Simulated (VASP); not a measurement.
Wanted: the native input for a VASP 6.6.1 run.

| Item | Value |
| --- | --- |
| Task | relaxation of cell and atoms |
| Functional | LDA |
| Potentials or basis | VASP PAW LDA potentials, release 64 (Sb) |
| Cutoff | 600 eV |
| k mesh | 9 × 9 × 9 |
| Occupations | gaussian, width 0.03 eV |
| Spin | no spin polarisation |
| Further INCAR settings | ALGO = Normal; EDIFF = 1e-07; IBRION = 2; EDIFFG = -0.005; NSW = 90; ISIF = 3 |

The structure of Sb lies in POSCAR:

```
Sb                                      
1.0
    2.1508629659      1.2418013124      3.6621843838
   -2.1508629659      1.2418013124      3.6621843838
   -0.0000000000     -2.4836026248      3.6621843838
  Sb            
     2
Direct
     0.2359708715867890    0.2359708715867890    0.2359708715867890
     0.7640291284132110    0.7640291284132110    0.7640291284132110
```

These files were run (other wordings do the same):

INCAR

```
SYSTEM = Sb
ALGO     = Normal         ! electronic algorithm
EDIFF    = 1E-7           ! SCF threshold, eV
EDIFFG   = -0.005         ! ionic threshold
ENCUT    = 600            ! plane-wave cutoff, eV
GGA      = CA             ! functional
IBRION   = 2              ! ionic algorithm
ISIF     = 3              ! what is computed and relaxed
ISMEAR   = 0              ! smearing method
LASPH    = .TRUE.         ! aspherical terms in the spheres
LCHARG   = .FALSE.        ! write CHGCAR
LREAL    = .FALSE.        ! projectors in reciprocal space
LWAVE    = .FALSE.        ! write WAVECAR
NELM     = 80             ! most SCF steps
NSW      = 90             ! ionic steps
PREC     = Accurate       ! precision mode
SIGMA    = 0.03           ! smearing width, eV
```

KPOINTS

```
k-points
0
G
  9 9 9
  0 0 0
```

Potentials or basis: VASP PAW LDA potentials, release 64 (Sb).

Run with:

```sh
$ cat potpaw_LDA.64/Sb/POTCAR > POTCAR
$ mpirun -np 1 vasp_std > vasp.out
```

Results of the run:

```yaml
Pressure_after_relaxing: 0.0 GPa
Band_gap_on_the_k_mesh: 0.04 eV, indirect (least direct gap 0.44 eV)
```

Caveat: the relaxation stopped at its first step, so nothing moved; spin-orbit coupling is left out, which moves the levels of the heavy elements; an odd mesh through Γ misses points on the zone boundary, where band edges often lie.

Run time: 23 s on 1 thread of Intel(R) Xeon(R) Platinum 8559C (Emerald Rapids) (shared host), peak memory 0.19 GiB.
